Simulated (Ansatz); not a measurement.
## Structures of InSb3: which is lowest?

Plane-wave DFT in Ansatz with scalar-relativistic PAW potentials, cutoff 420 eV, Γ-centred meshes chosen by cell and gap, Gaussian smearing with energies taken to zero width. Every cell was relaxed (cell and atoms) in a run of its own, within the symmetry of its start. Functional: PBEsol.

Relaxed structures (starts from databases or built by putting these elements on another compound's sites):
A. Fm-3m, 4 atoms in the computed cell, a = 7.448 Å; sites (symmetry × multiplicity) In m-3m × 4, Sb -43m × 8 + m-3m × 4; start: database
B. R-3m, 8 atoms in the computed cell, a = 8.573 Å, c = 10.796 Å; sites (symmetry × multiplicity) In 3m × 6, Sb .m × 18; start: built

Task: Rank them by energy. Could pressure change the order?

Result:
| structure | group | E − E(lowest) (meV/atom) | V (Å³/atom) | gap on mesh (eV) |
| --- | --- | --- | --- | --- |
| B | R-3m | 0.0 | 28.63 | 0.00 |
| A | Fm-3m | 121 | 25.82 | 0.00 |

B is lowest, 121 meV/atom under A. A is denser by 2.81 Å³/atom, so pressure favours it: ΔE/ΔV, with ΔE in eV and 1 eV/Å³ = 160.2 GPa, gives about 7 GPa for equal enthalpy if both cells were rigid, a rough figure since the two compress differently. Other structures may lie lower than all of these, and vibrations aren't counted.

Spin-orbit coupling is left out, which matters for the bands of heavy elements.